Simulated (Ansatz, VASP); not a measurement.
La: VASP beside Ansatz

Contents of POSCAR:

```
La
1.0
   -2.1095767407      2.1095767407      2.1095767407
    2.1095767407     -2.1095767407      2.1095767407
    2.1095767407      2.1095767407     -2.1095767407
La
1
Direct
    0.0000000000      0.0000000000      0.0000000000
```

Contents of INCAR.step1:

```
SYSTEM = La
PREC     = Accurate       ! precision mode
ENCUT    = 520            ! plane-wave cutoff, eV
ISMEAR   = -1             ! smearing method
SIGMA    = 0.1            ! smearing width, eV
LREAL    = .FALSE.        ! projectors in reciprocal space
LASPH    = .TRUE.         ! aspherical terms in the spheres
NELM     = 100            ! most SCF steps
NBANDS   = 12             ! bands
GGA      = PE             ! functional
ALGO     = Normal         ! electronic algorithm
EDIFF    = 1E-4           ! SCF threshold, eV
LWAVE    = .TRUE.         ! write WAVECAR
LCHARG   = .FALSE.        ! write CHGCAR
```

Contents of INCAR.step2:

```
SYSTEM = La
PREC     = Accurate       ! precision mode
ENCUT    = 520            ! plane-wave cutoff, eV
EDIFF    = 1E-7           ! SCF threshold, eV
ISMEAR   = -1             ! smearing method
SIGMA    = 0.1            ! smearing width, eV
LREAL    = .FALSE.        ! projectors in reciprocal space
LASPH    = .TRUE.         ! aspherical terms in the spheres
NELM     = 100            ! most SCF steps
ALGO     = Normal         ! electronic algorithm
ISIF     = 2              ! what is computed and relaxed
LWAVE    = .FALSE.        ! write WAVECAR
LCHARG   = .FALSE.        ! write CHGCAR
METAGGA  = R2SCAN         ! meta-GGA
LMIXTAU  = .TRUE.       
NBANDS   = 12             ! bands
ISTART   = 1
```

The input KPOINTS:

```
Automatic mesh
0
G
  8 8 8
  0 0 0
```

Input for Ansatz:

```yaml
crystal:
  lattice:
    - [-2.109576740710118, 2.109576740710118, 2.109576740710118]
    - [2.109576740710118, -2.109576740710118, 2.109576740710118]
    - [2.109576740710118, 2.109576740710118, -2.109576740710118]
  atoms:
    - { symbol: La, position: [0.0, 0.0, 0.0] }
basis:
  ecutwfc: 571.4391111657479
kpoints:
  mp_grid:
    grid: [8, 8, 8]
hamiltonian:
  xc: r2scan
scf:
  occupations:
    method: fermi_dirac
output:
  stress: true
```

This isn't the form of La at room conditions, which is double hcp.

Alike in both runs: task single point; functional r2SCAN; k mesh 8 × 8 × 8; no spin polarisation.

```csv
,VASP,Ansatz
version,VASP 6.6.1,Ansatz 0.2.0
potentials or method,"VASP PAW PBE potentials, release 64 (La)","plane waves, PAW"
plane-wave cutoff (eV),520,571
occupations,"fermi-dirac, width 0.1 eV",fermi-dirac
valence electrons in the cell,11,11
```

|  | VASP | Ansatz | Ansatz less VASP |
| --- | --- | --- | --- |
| pressure (GPa) | 0.5 | 0.4 | -0.04 |

Caveats: the PAW data sets were made with another functional, which shifts forces and pressure a little (VASP). Spin-orbit coupling is left out, which matters for the levels of La.
